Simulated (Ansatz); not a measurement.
CoO:

```xyz
4
Lattice="3.1976 0.0000 0.0000 -1.5988 2.7692 0.0000 0.0000 0.0000 5.2287" Properties=species:S:1:pos:R:3 pbc="T T T"
Co    0.0000    1.8462    2.6319
Co    0.0000    0.0000    0.0182
O     0.0000    1.8462    4.5571
O     0.0000    0.0000    1.9430
```

Measurements of this composition are mostly on another form, of space group No. 225.

| Property | Result |
| --- | --- |
| Program | Ansatz 0.2.0 |
| Task | relaxation of cell and atoms |
| Functional | PBEsol |
| Potentials or basis | Ansatz PAW |
| Cutoff | 420 eV (not typed: the program's choice for these potentials) |
| k mesh | 10 × 10 × 5 |
| Occupations | fermi-dirac, width 0.05 eV |
| Spin | collinear spin, ferromagnetic start |
| Starting moments | [2.0, 2.0, 0.0, 0.0] μB |

At the start: volume 11.58 Å³/atom.

Where does the relaxation end?

It ends after 9 steps and the volume is 10.58 Å³/atom (-8.6 %); space group P6_3mc (No. 186, to 0.05 Å); moment 0.00 μB per cell.

Step by step:
```csv
step,energy change (eV),largest force (eV/Å),volume (Å³)
1,0.0000,0.1014,46.30
2,-0.0906,0.0782,44.77
3,-0.1524,0.0566,42.30
4,-0.1524,0.0464,42.49
5,-0.1525,0.0690,42.49
6,-0.1531,0.0002,42.48
7,-0.1430,0.0008,42.48
8,-0.1439,0.0012,42.33
9,-0.1432,0.0010,42.33
```

Final structure:
```xyz
4
Lattice="3.0510 0.0000 0.0000 -1.5255 2.6423 0.0000 0.0000 0.0000 5.2513" Properties=species:S:1:pos:R:3 pbc="T T T"
Co    0.0000    1.7615    2.6748
Co    0.0000    0.0000    0.0492
O     0.0000    1.7615    4.5457
O     0.0000    0.0000    1.9201
```

Caveat: the plane-wave basis is chosen anew once the cell has moved, so the energies of steps on either side of that aren't comparable; the pressure holds a Pulay correction of +0.7 GPa for the finite cutoff; the PAW data sets come from PBE, with cores solved anew for the run's functional, which leaves a small shift of forces and pressure; the starting moments weren't kept.
